When a crystal is squeezed until a gap opens between its electron bands, does its resistance to squeezing change as well? Tin in the diamond structure is a good place to ask. Over a modest range of volume its bands pass from overlapping to just separated, while every atom keeps the same four neighbours. If the electronic change mattered for the bonding, the pressure or the energy should leave its smooth course near that point.

Scalar-relativistic PBEsol calculations with Ansatz 0.2.0 (plane waves, PAW) for non-spin-polarized tin in the diamond structure, each cell held fixed. The cutoff is 420 eV, the k mesh 12×12×12 and the Gaussian smearing 0.1 eV. Energies are extrapolated to zero smearing and taken relative to tin's standard crystal in the same functional; positive pressure means compression.

```
volume (Å³/atom)  shortest distance (Å)  energy over elements (eV/atom)  pressure (GPa)
          30.417                  2.703                           0.129           8.110
          32.712                  2.770                           0.050           3.250
          33.461                  2.791                           0.037           2.030
          33.477                  2.791                           0.037           2.010
          35.510                  2.847                           0.029          -0.610
          35.565                  2.848                           0.030          -0.670
          36.118                  2.863                           0.033          -1.240
          38.791                  2.932                           0.072          -3.350
```

The pressure falls at every step to larger volume and passes through zero near 35.0 Å³/atom, where the energy is lowest. Even there the energy over elements stays near 0.03 eV/atom, because the reference crystal lies lower in this functional. Real tin has the diamond structure as its stable form at low temperature, so this offset should not be read as a measured instability. It is the same for all rows and leaves the shape of the curve untouched.

**Bending is not breaking**

The simplest law treats the crystal as a spring of constant stiffness,

$$P \approx B_0\,(1 - V/V_0),$$

where $P$ is the pressure, $V$ the volume per atom, $V_0$ its value at zero pressure and $B_0$ the bulk modulus there, about 41 GPa. At the smallest volume this law gives 5.4 GPa, only two thirds of the computed 8.11 GPa. At the largest volume it asks for too much tension.

Both failures have the same ordinary origin. Pushing atoms together makes their electron clouds overlap and raises the kinetic energy of the electrons ever more steeply, whereas a stretched bond gradually loses its hold. The crystal therefore stiffens on compression and softens on expansion: its bulk modulus rises from about 24 GPa at the largest volume to about 78 GPa at the smallest. This is a steady bend that involves every row, not a break at one of them.

A fair smooth model has to contain that bend. The third-order Birch–Murnaghan form does so by writing the energy as a cubic in $x = V^{-2/3}$, a measure of compression based on the inverse square of the bond length. The pressure follows by differentiation:

$$P = -\frac{dE}{dV} = \tfrac{2}{3}V^{-5/3}\,(a_1 + 2a_2x + 3a_3x^2).$$

The three constants $a_1$, $a_2$ and $a_3$ were fitted to the pressures of the seven rows with overlapping bands. The row at 30.417 Å³/atom, the only one with a gap, was left out so that it could reveal a change in the bonding. The curve nevertheless meets its pressure to about 0.01 GPa. Integrating the same curve over volume also reproduces the energies of all eight rows to within 0.2 meV/atom. In pressure and energy, then, no row breaks the pattern by an amount that matters. The printed analysis after this text gives the details.

**The break is in the bands**

The band energies of the same calculations tell a different story. Take the lowest energy in the first band that electron counting leaves empty, and subtract the highest energy in the last band that it fills. A negative result means that the two bands overlap. The overlap is 0.37 eV at the largest volume and shrinks to 0.06 eV at 32.712 Å³/atom, and between well-separated rows the same relative compression removes more of it the smaller the volume already is.

The last step ought therefore to open the gap fastest, and a short estimate shows that it does not. Between 33.461 and 32.712 Å³/atom the difference between the bands rises by 2.04 eV per unit decrease of $\ln V$. The next step, down to 30.417 Å³/atom, changes $\ln V$ by $\ln(32.712/30.417) = 0.073$. At an unchanged rate the gap would become

$$-0.061 + 2.04 \times 0.073 \approx 0.09\ \text{eV}.$$

The calculation gives only 0.051 eV. A smooth curve through the seven overlapping rows, which allows for the growing rate, predicts 0.10 eV, so about half of the expected gap is absent. The exact size of this break depends on extending a curve beyond its last fitted row, but the slowing of the final step can be read directly from the band energies.

The cause is a change in which state forms the bottom of the empty band. At 30.417 Å³/atom both edges of the gap lie at Γ, the centre of the Brillouin zone. The empty state there is an antibonding combination of s orbitals, which rises quickly as neighbours approach. In less compressed tin this state lies below the p-like top of the valence bands. The filled and empty bands then touch at Γ, so a true overlap must come from a pocket elsewhere in the zone.

The outputs of the overlapping rows do not say where this pocket lies, but established band theory of tin puts it at L, on the zone boundary. Its energy also rises relative to the valence top on compression, but more slowly than that of the s-like state. The seven overlapping rows thus follow the L pocket. In the eighth, the s-like state has only just emerged above the valence top and still lies below the pocket, so it sets a smaller gap than the pocket would. Between the two smallest volumes, the pocket should clear the valence top before the s-like state does. Over that stretch the bands only touch at Γ and the gap stays at zero, which is why the final step looks slow although the s-like state rises fast.

**Why the bonding hardly notices**

The pressure reflects all the valence electrons, whereas the overlap concerns only a few states near the band edges. Half the density of states at the Fermi level, multiplied by the square of the overlap, puts the energy at stake at 32.712 Å³/atom near 0.15 meV/atom, as an order of magnitude. Compressing the crystal from there to the smallest volume costs 79 meV/atom. At larger volumes the overlap is wider and weighs more, but it shrinks gradually on compression, so the smooth curve absorbs its effect. Where the gap opens, the smearing of the occupations is wider than the remaining overlap and blurs the change further.

The gap itself is much less secure than the pressure. A band crossing between the sampled points may have been missed. The calculation also omits spin–orbit coupling, which would raise the p-like valence top by roughly 0.2 eV, several times the gap, and semilocal functionals such as PBEsol can misplace these band edges as well. The equation of state can serve for estimating compression of this structure, but the row at 30.417 Å³/atom should not be used to claim that compressed tin is a semiconductor.

Germanium helps to place the result. Its s-like state at Γ normally lies above both the valence top and the L pocket, and stretching brings it down until it becomes the lowest empty state. Compressed tin reaches the same order of levels from the opposite side. In either crystal, a kink in the gap marks a change of band edge, while a real break in the pressure curve would be expected from a rearrangement of the atoms. For tin under pressure that is the change to the denser white form, which these cells, held in the diamond structure, cannot make.

Printed output of the fit:

```
fit of pressure on 7 rows (gapc < 0): coefficient of t**5 -0.03517 +/- 0.0012, coefficient of t**5*u 61.99 +/- 0.025, coefficient of t**5*u**2 37.83 +/- 0.67; rms 0.00165, worst 33.461 0.00302, leave-one-out rms 0.00242
  rows outside the fit (model, value, miss): 30.417 8.097, 8.11, -0.0128
fit of gapc on 7 rows (gapc < 0): constant -0.1945 +/- 6.5e-05, coefficient of lv -1.856 +/- 0.00098, coefficient of lv**2 1.762 +/- 0.016; rms 9.35e-05, worst 33.477 -0.00016, leave-one-out rms 0.000637
  rows outside the fit (model, value, miss): 30.417 0.1006, 0.05146, 0.0491
Smooth curve and straight law:
     row  P_GPa  smooth_GPa  straight_GPa  bulk_modulus_GPa  energy_miss_meV    gap_eV  smooth_gap_eV
  30.417   8.11       8.097         5.395             77.69           -0.145   0.05146         0.1006
  32.712   3.25       3.249         2.676             56.52         0.001288  -0.06119       -0.06104
  33.461   2.03       2.033         1.788             50.99        -0.004849   -0.1075        -0.1075
  33.477   2.01       2.009         1.769             50.88        -0.005659   -0.1083        -0.1085
   35.51  -0.61     -0.6117       -0.6395             38.46           0.0108    -0.221         -0.221
  35.565  -0.67      -0.671       -0.7047             38.17           0.0215   -0.2238        -0.2238
  36.118  -1.24      -1.238         -1.36             35.36          0.02424   -0.2512        -0.2512
  38.791  -3.35       -3.35        -4.527             24.29          0.09767   -0.3667        -0.3668
volume at zero pressure, Å³/atom: 34.97
conventional edge at zero pressure, Å: 6.54
bulk modulus at zero pressure, GPa: 41.43
energy over elements at zero pressure, eV/atom: 0.02824
smooth pressure less computed in the gapped row, GPa: -0.01281
largest energy miss, meV/atom: 0.145
steady pressure shift that would explain the energy misses, GPa: 0.004643
smooth gap less computed in the gapped row, eV: 0.04913
gap change per unit ln V, 30.417 to 32.712, eV: -1.549
gap change per unit ln V, 32.712 to 33.461, eV: -2.044
gap change per unit ln V, 36.118 to 38.791, eV: -1.617
order of overlap energy at 32.712, meV/atom: 0.1517
rough rise of the valence top by spin-orbit coupling, eV: 0.2333
```
